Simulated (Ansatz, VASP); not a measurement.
GaN: VASP beside Ansatz

```
CELL_PARAMETERS angstrom
3.02100 0.00000 0.00000
-1.51050 2.61626 0.00000
0.00000 0.00000 5.16600
ATOMIC_POSITIONS crystal
Ga 0.33333 0.66667 0.00000
Ga 0.66667 0.33333 0.50000
N 0.33333 0.66667 0.37500
N 0.66667 0.33333 0.87500
```

Change from the starting cell: strain -0.050 along x and y, +0.000 along z, atoms carried along.

Alike in both runs: task single point; functional PBE; k mesh 12 × 12 × 6; occupations gaussian, width 0.05 eV; no spin polarisation.

|  | VASP | Ansatz |
| --- | --- | --- |
| version | VASP 6.6.1 | Ansatz 0.2.0 |
| potentials or method | VASP PAW PBE potentials, release 64 (Ga_d, N) | scalar-relativistic, plane waves, PAW |
| plane-wave cutoff (eV) | 520 | 420 |
| valence electrons in the cell | 36 | 36 |

Ansatz gave:

```
gap on the k mesh at the Fermi level (eV)       : 2.41
least direct gap on the mesh (eV)               : 2.41
pressure (GPa)                                  : 33.9
largest component of the traceless stress (GPa) : 15.95
rms of the force components (eV/Å)              : 0.403
```

What did VASP give for the same quantities?

gap on the k mesh at the Fermi level (eV): 2.43; least direct gap on the mesh (eV): 2.43; pressure (GPa): 33.7; largest component of the traceless stress (GPa): 15.86; rms of the force components (eV/Å): 0.393.

Atom by atom the forces differ by 0.010 eV/Å (rms over components).

Caveats: so large a pressure means that the cell lies far from this level's equilibrium, or that cutoff or potentials fall short (VASP). A k mesh can miss the band edges.
